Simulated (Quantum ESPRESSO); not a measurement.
# BN under changes of volume

One of the cells (9.145 Å³/atom); the others are scaled copies at fixed shape and fractional positions:

```xyz
2
Lattice="1.2511 0.7223 3.3729 -1.2511 0.7223 3.3729 0.0000 -1.4447 3.3729" Properties=species:S:1:pos:R:3 pbc="T T T"
N     0.0000    0.0000    6.7517
B     0.0000    0.0000    0.0033
```

The cell is a database's computed one.

- Program: Quantum ESPRESSO 7.5
- Functional: r2SCAN
- Potentials or basis: SG15 PBE 1.2
- Cutoff: 1197 eV
- Density cutoff: 4789 eV
- k mesh: 8 × 8 × 8
- Occupations: fermi-dirac, width 0.05 eV
- Spin: no spin polarisation

```tsv
volume (Å³/atom)	energy over the lowest point (meV/atom)	pressure (GPa)	gap on the mesh (eV)
8.596	?	?	?
8.779	7.61	8.7	4.93
8.962	0.85	3.2	4.91
9.145	0.00	-1.7	4.88
9.328	4.55	-6.2	4.86
9.510	14.02	-10.3	4.83
9.693	28.00	-14.1	4.80
```

Problem. What does the run at 8.596 Å³/atom give?

Solution. Energy over the lowest point 20.85 meV/atom; pressure 14.6 GPa; gap on the mesh 4.95 eV.

Worked out: A Birch-Murnaghan fit of order 3 (a polynomial in V^(-2/3)) to the other rows has its minimum at 9.08 Å³/atom with B0 = V·E''(V) = 242 GPa and B' = 3.5 at fixed shape and positions, which overstates the stiffness. It gives 20.87 meV/atom at 8.596 Å³/atom, against the run's 20.85, and -dE/dV = 14.6 GPa, against 14.6. A straight line through the other rows of the gap, of slope -1.31 eV per unit of ln V, extrapolates to 4.96 eV, against the run's 4.95.

Energies are extrapolated to zero smearing.

Caveats: the potentials were made for another functional, which shifts forces and pressure.

A mesh can miss the band edges.
